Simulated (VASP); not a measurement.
# SnSe2 (P-3m1) in VASP: further runs

One crystal, SnSe2, is run at these levels: PBE; tasks: single point.

Program: VASP 6.6.1. These are calculated values, not measurements. Logs are shortened: lines on timing, memory, paths and dates and some standing lists are left out, and cuts for length are marked.

## (1) The crystal as given

Symmetry: P-3m1, No. 164, trigonal system. The conventional cell has a = 3.811 Å, b = 3.811 Å, c = 6.136 Å, α = 90.00°, β = 90.00°, γ = 120.00°. Around Sn (site symmetry -3m) lie 6 Se at 2.68 Å. Around Se (site symmetry 3m) lie 3 Sn at 2.68 Å.

## (2) Single point, PBE, spin-orbit coupling, no magnetisation

INCAR reads:

```
ALGO = Normal ; EDIFF = 1E-7
ENCUT = 650 ; GGA = PE
GGA_COMPAT = False ; ISIF = 2
ISMEAR = 0 ; LASPH = True
LCHARG = False ; LNONCOLLINEAR = True
LORBIT = 11 ; LREAL = False
LSORBIT = True ; LWAVE = False
MAGMOM = 0 0 0 0 0 0 0 0 0 ; NBANDS = 42
NELM = 100 ; PREC = Accurate
SIGMA = 0.02
```

KPOINTS reads:

```
k-points
0
Gamma
  4 4 2
```

POSCAR reads:

```
SnSe2
1.0
    3.8110000000      0.0000000000      0.0000000000
   -1.9055000000      3.3004228138      0.0000000000
    0.0000000000      0.0000000000      6.1360000000
Sn Se
1 2
Direct
    0.0000000000      0.0000000000      0.0000000000
    0.6666666667      0.3333333333      0.7510000000
    0.3333333333      0.6666666667      0.2490000000
```

Potentials or basis: VASP PAW PBE potentials, release 64 (Sn_d, Se).

Started as:

```console
> cat potpaw_PBE.64/Sn_d/POTCAR potpaw_PBE.64/Se/POTCAR > POTCAR
> mpirun -np 1 vasp_ncl > vasp.out
```

OUTCAR:

```text
EDIFF = 1E-7
   ENCUT = 650
   GGA = PE
   ISIF = 2
   ISMEAR = 0
   LASPH = True
   LNONCOLLINEAR = True
   LORBIT = 11
   LREAL = False
   LSORBIT = True
   NELM = 100
   PREC = Accurate

 Found      8 irreducible k-points:

 Following reciprocal coordinates:
            Coordinates               Weight
  0.000000  0.000000  0.000000      1.000000
  0.250000 -0.000000  0.000000      6.000000
  0.500000 -0.000000  0.000000      3.000000
  0.250000  0.250000  0.000000      6.000000
  0.000000  0.000000  0.500000      1.000000
  0.250000 -0.000000  0.500000      6.000000
   k-points           NKPTS =      8   k-points in BZ     NKDIM =      8   number of bands    NBANDS=     42
   number of dos      NEDOS =    301   number of ions     NIONS =      3
   total plane-waves  NPLWV =  55296
   dimension x,y,z NGX =    32 NGY =   32 NGZ =   54
   dimension x,y,z NGXF=    64 NGYF=   64 NGZF=  108
   ions per type =               1   2
   NGX,Y,Z   is equivalent  to a cutoff of  13.96, 13.96, 14.63 a.u.
   NGXF,Y,Z  is equivalent  to a cutoff of  27.92, 27.92, 29.26 a.u.
 SYSTEM =  unknown system
   PREC   = accura    normal or accurate (medium, high low for compatibility)
   ISTART =      0    job   : 0-new  1-cont  2-samecut
   ICHARG =      2    charge: 1-file 2-atom 10-const
   ISPIN  =      1    spin polarized calculation?
   LNONCOLLINEAR =      T non collinear calculations
   LSORBIT =      T    spin-orbit coupling
   LASPH  =      T    aspherical Exc in radial PAW
   ENCUT  =  650.0 eV  47.77 Ry    6.91 a.u.   7.92  7.92 12.76*2*pi/ulx,y,z
   NELM   =    100;   NELMIN=  2; NELMDL= -5     # of ELM steps
   EDIFF  = 0.1E-06   stopping-criterion for ELM
   LREAL  =      F    real-space projection
   EDIFFG = 0.1E-05   stopping-criterion for IOM
   NSW    =      0    number of steps for IOM
   IBRION =     -1    ionic relax: 0-MD 1-quasi-New 2-CG
   NFREE  =      0    steps in history (QN), initial steepest desc. (CG)
   ISIF   =      2    stress and relaxation
   ISYM   =      2    0-nonsym 1-usesym 2-fastsym
   POTIM  = 0.5000    time-step for ionic-motion
   TEBEG  =    0.0;   TEEND  =   0.0 temperature during run
   PSTRESS=    0.0 pullay stress
   NELECT =      26.0000    total number of electrons
   NUPDOWN=      -1.0000    fix difference up-down
   EMIN   =  10.00;   EMAX   =-10.00  energy-range for DOS
   EFERMI =   0.00;   METHOD = LEGACY
   ISMEAR =     0;   SIGMA  =   0.02  broadening in eV -4-tet -1-fermi 0-gaus
   EFERMI_NEDOS =   21; number of points for ismear=-14 and -15
   IALGO  =     38    algorithm
   IMIX   =      4    mixing-type and parameters
     AMIX     =   0.40;   BMIX     =  1.00
     AMIX_MAG =   1.60;   BMIX_MAG =  1.00
  volume/ion in A,a.u.               =      25.73       173.61
  Fermi-wavevector in a.u.,A,eV,Ry     =   1.139116  2.152617 17.654722  1.297585
  Thomas-Fermi vector in A             =   2.275820
   LORBIT       =     11    0 simple, 1 ext, 2 COOP (PROOUT), +10 PAW based schemes
   GGA     = PE    functional components
   LHFCALC =     F    Hartree Fock is set to
   AEXX    =    0.0000 exact exchange contribution
   IVDW    =     0    specifies the selected vdW correction
   LEPSILON=     F    determine dielectric tensor
   LRPA    =     F    only Hartree local field effects (RPA)
 Gauss-broadening in eV      SIGMA  =   0.02
  energy-cutoff  :      650.00
  volume of cell :       77.18
 maximum number of plane-waves:      5856
 NGX is ok and might be reduce to    32
   NGX = 15   NGY = 15   NGZ = 25

 number of electron      26.0000005 magnetization      -0.0000000      0.0000000     -0.0000000

 number of electron      26.0000005 magnetization       0.0000000      0.0000000      0.0000000

 number of electron      26.0000005 magnetization      -0.0000000     -0.0000000     -0.0000000

 number of electron      26.0000005 magnetization       0.0000000     -0.0000000      0.0000000

 Free energy of the ion-electron system (eV)
  ---------------------------------------------------
  ext. energy  EPLUGINS =         0.00000000
  ---------------------------------------------------
  free energy    TOTEN  =       -11.74497810 eV

  energy without entropy =      -11.74497810  energy(sigma->0) =      -11.74497810

 E-fermi :   4.3707     XC(G=0):  -9.4445

 val. band max:        4.2405870209   @ k =   0.0000   0.0000   0.0000
 cond. band min:       5.0652461691   @ k =   0.5000  -0.0000   0.5000
 fundamental gap:      0.8246591482
 Fermi energy:         4.3707187476

 k-point     1 :       0.0000    0.0000    0.0000
  band No.  band energies     occupation
      1     -17.6847      1.00000
      2     -17.6847      1.00000
      3     -17.6723      1.00000
      4     -17.6723      1.00000
      5     -16.6672      1.00000
      6     -16.6672      1.00000
[... 30 lines left out ...]
     37      13.1157      0.00000
     38      13.1157      0.00000

 k-point     2 :       0.2500   -0.0000    0.0000
  band No.  band energies     occupation
      1     -17.6843      1.00000
      2     -17.6843      1.00000
      3     -17.6733      1.00000
      4     -17.6733      1.00000
      5     -16.6709      1.00000
      6     -16.6709      1.00000
[... 156 lines left out ...]
 k-point     6 :       0.2500   -0.0000    0.5000
  band No.  band energies     occupation
      1     -17.6843      1.00000
      2     -17.6843      1.00000
      3     -17.6733      1.00000
      4     -17.6733      1.00000
      5     -16.6709      1.00000
      6     -16.6709      1.00000
[... 30 lines left out ...]
     37      12.6056      0.00000
     38      12.6056      0.00000

 [... further k-points ...]

 [bands above 38 left out]

------------------------ aborting loop because EDIFF is reached ----------------------------------------

  FORCE on cell =-STRESS in cart. coord.  units (eV):
  Direction    XX          YY          ZZ          XY          YZ          ZX
  --------------------------------------------------------------------------------------
  -------------------------------------------------------------------------------------
  Total        2.9077582      2.9077582      2.8981682     -0.0000000     -0.0000000      0.0000000
  in kB       60.3635806     60.3635806     60.1644970     -0.0000000     -0.0000000      0.0000000
  external PRESSURE =      60.2972194 kB  Pullay stress =       0.0000000 kB

 VOLUME and BASIS-vectors are now :
 -----------------------------------------------------------------------------
  energy-cutoff  :      650.00
  volume of cell :       77.18
      direct lattice vectors                 reciprocal lattice vectors
     3.811000000  0.000000000  0.000000000     0.262398321  0.151495741  0.000000000
    -1.905500000  3.300422814  0.000000000     0.000000000  0.302991482  0.000000000
     0.000000000  0.000000000  6.136000000     0.000000000  0.000000000  0.162972621

 POSITION                                       TOTAL-FORCE (eV/Angst)
 -----------------------------------------------------------------------------------
      0.00000      0.00000      0.00000         0.000000      0.000000      0.000000
      1.90550      1.10014      4.60814        -0.000000      0.000000     -0.765616
     -0.00000      2.20028      1.52786         0.000000     -0.000000      0.765616
 -----------------------------------------------------------------------------------
    total drift:                                0.000000     -0.000000      0.000000

  FREE ENERGIE OF THE ION-ELECTRON SYSTEM (eV)
  ---------------------------------------------------
  free  energy   TOTEN  =       -11.7449780983 eV

  energy  without entropy=      -11.7449780983  energy(sigma->0) =      -11.74497810

 Spin-Orbit-Coupling matrix elements

 Ion:    1  E_soc:     -0.0900084
 l=   1
     0.0000000    -0.0089909    -0.0089882
    -0.0089909     0.0000000    -0.0089909
    -0.0089882    -0.0089909     0.0000000
 l=   2
     0.0000000    -0.0011938     0.0000000    -0.0011938    -0.0048234
    -0.0011938     0.0000000    -0.0036312    -0.0011735    -0.0011938
     0.0000000    -0.0036312     0.0000000    -0.0036312     0.0000000
    -0.0011938    -0.0011735    -0.0036312     0.0000000    -0.0011938
    -0.0048234    -0.0011938     0.0000000    -0.0011938     0.0000000
 l=   3
     0.0000000     0.0000000     0.0000000     0.0000000     0.0000000     0.0000000     0.0000000
     0.0000000     0.0000000     0.0000000     0.0000000     0.0000000     0.0000000     0.0000000
     0.0000000     0.0000000     0.0000000     0.0000000     0.0000000     0.0000000     0.0000000
     0.0000000     0.0000000     0.0000000     0.0000000     0.0000000     0.0000000     0.0000000
     0.0000000     0.0000000     0.0000000     0.0000000     0.0000000     0.0000000     0.0000000
     0.0000000     0.0000000     0.0000000     0.0000000     0.0000000     0.0000000     0.0000000
     0.0000000     0.0000000     0.0000000     0.0000000     0.0000000     0.0000000     0.0000000

 Ion:    2  E_soc:     -0.0456891
 l=   1
     0.0000000    -0.0075080    -0.0078321
    -0.0075080     0.0000000    -0.0075080
    -0.0078321    -0.0075080     0.0000000
 l=   2
     0.0000000    -0.0000003     0.0000000    -0.0000003    -0.0000028
    -0.0000003     0.0000000     0.0000018     0.0000039    -0.0000003
     0.0000000     0.0000018     0.0000000     0.0000018     0.0000000
    -0.0000003     0.0000039     0.0000018     0.0000000    -0.0000003
    -0.0000028    -0.0000003     0.0000000    -0.0000003     0.0000000
 l=   3
     0.0000000     0.0000000     0.0000000     0.0000000     0.0000000     0.0000000     0.0000000
     0.0000000     0.0000000     0.0000000     0.0000000     0.0000000     0.0000000     0.0000000
     0.0000000     0.0000000     0.0000000     0.0000000     0.0000000     0.0000000     0.0000000
     0.0000000     0.0000000     0.0000000     0.0000000     0.0000000     0.0000000     0.0000000
     0.0000000     0.0000000     0.0000000     0.0000000     0.0000000     0.0000000     0.0000000
     0.0000000     0.0000000     0.0000000     0.0000000     0.0000000     0.0000000     0.0000000
     0.0000000     0.0000000     0.0000000     0.0000000     0.0000000     0.0000000     0.0000000

 Ion:    3  E_soc:     -0.0456891
 l=   1
     0.0000000    -0.0075080    -0.0078321
    -0.0075080     0.0000000    -0.0075080
    -0.0078321    -0.0075080     0.0000000
 l=   2
     0.0000000    -0.0000003     0.0000000    -0.0000003    -0.0000028
    -0.0000003     0.0000000     0.0000018     0.0000039    -0.0000003
     0.0000000     0.0000018     0.0000000     0.0000018     0.0000000
    -0.0000003     0.0000039     0.0000018     0.0000000    -0.0000003
    -0.0000028    -0.0000003     0.0000000    -0.0000003     0.0000000
 l=   3
     0.0000000     0.0000000     0.0000000     0.0000000     0.0000000     0.0000000     0.0000000
     0.0000000     0.0000000     0.0000000     0.0000000     0.0000000     0.0000000     0.0000000
     0.0000000     0.0000000     0.0000000     0.0000000     0.0000000     0.0000000     0.0000000
     0.0000000     0.0000000     0.0000000     0.0000000     0.0000000     0.0000000     0.0000000
     0.0000000     0.0000000     0.0000000     0.0000000     0.0000000     0.0000000     0.0000000
     0.0000000     0.0000000     0.0000000     0.0000000     0.0000000     0.0000000     0.0000000
     0.0000000     0.0000000     0.0000000     0.0000000     0.0000000     0.0000000     0.0000000

 total charge

# of ion       s       p       d       tot
------------------------------------------
    1        1.051   1.063  10.118  12.232
    2        1.481   2.343   0.029   3.853
    3        1.481   2.343   0.029   3.853
--------------------------------------------------
tot          4.012   5.750  10.176  19.939

 magnetization (x)

# of ion       s       p       d       tot
------------------------------------------
    1        0.000   0.000   0.000   0.000
    2        0.000   0.000   0.000   0.000
    3        0.000   0.000  -0.000  -0.000
--------------------------------------------------
tot          0.000   0.000  -0.000  -0.000

 magnetization (y)

# of ion       s       p       d       tot
------------------------------------------
    1        0.000   0.000   0.000   0.000
    2        0.000   0.000   0.000   0.000
    3        0.000  -0.000   0.000  -0.000
--------------------------------------------------
tot          0.000   0.000   0.000   0.000

 magnetization (z)

# of ion       s       p       d       tot
------------------------------------------
    1       -0.000   0.000   0.000  -0.000
    2        0.000   0.000   0.000   0.000
    3        0.000   0.000   0.000   0.000
--------------------------------------------------
tot         -0.000   0.000   0.000  -0.000
```

Run time: 100 s. Hardware: 1 thread of Intel Xeon Platinum 8375C at 2.90GHz (Ice Lake), shared host; peak memory 0.45 GiB.

The run converged, but some of its settings lie outside the range that counts as converged, so its numbers aren't taken as properties of the crystal.

What came out:

- Free energy: -11.7450 eV
- Pressure: 6.0 GPa
- Largest force: 0.766 eV/Å
- Valence electrons inside the program's atomic spheres: Sn 12.23; Se 3.85

Caveat: the k mesh is coarse (spacing up to 0.51 Å⁻¹), so the values aren't converged; this functional lacks dispersion, which binds the layers, so the pressure and a relaxed spacing across them are unreliable.

## (3) Single point, PBE, spin-orbit coupling, no magnetisation

INCAR, as its differences from that of step 2:

```diff
@@ -1,3 +1,3 @@
 ALGO = Normal ; EDIFF = 1E-7
-ENCUT = 650 ; GGA = PE
+ENCUT = 340 ; GGA = PE
 GGA_COMPAT = False ; ISIF = 2
```

KPOINTS reads:

```
k-points
0
Gamma
  6 6 3
```

POSCAR is that of step 2.

Potentials or basis: VASP PAW PBE potentials, release 64 (Sn_d, Se).

Started as:

```console
> cat potpaw_PBE.64/Sn_d/POTCAR potpaw_PBE.64/Se/POTCAR > POTCAR
> mpirun -np 1 vasp_ncl > vasp.out
```

Run time: 69 s. Hardware: 1 thread of Intel Xeon Platinum 8375C at 2.90GHz (Ice Lake), shared host; peak memory 0.26 GiB.

These settings aren't checked as converged: the numbers below hold their error.

What came out:

```yaml
Free_energy: -11.8181 eV
Pressure: 5.5 GPa
Largest_force: 0.780 eV/Å
Valence_electrons_inside_the_program's_atomic_spheres: Sn 12.23; Se 3.85
```

Caveat: this functional lacks dispersion, which binds the layers, so the pressure and a relaxed spacing across them are unreliable.
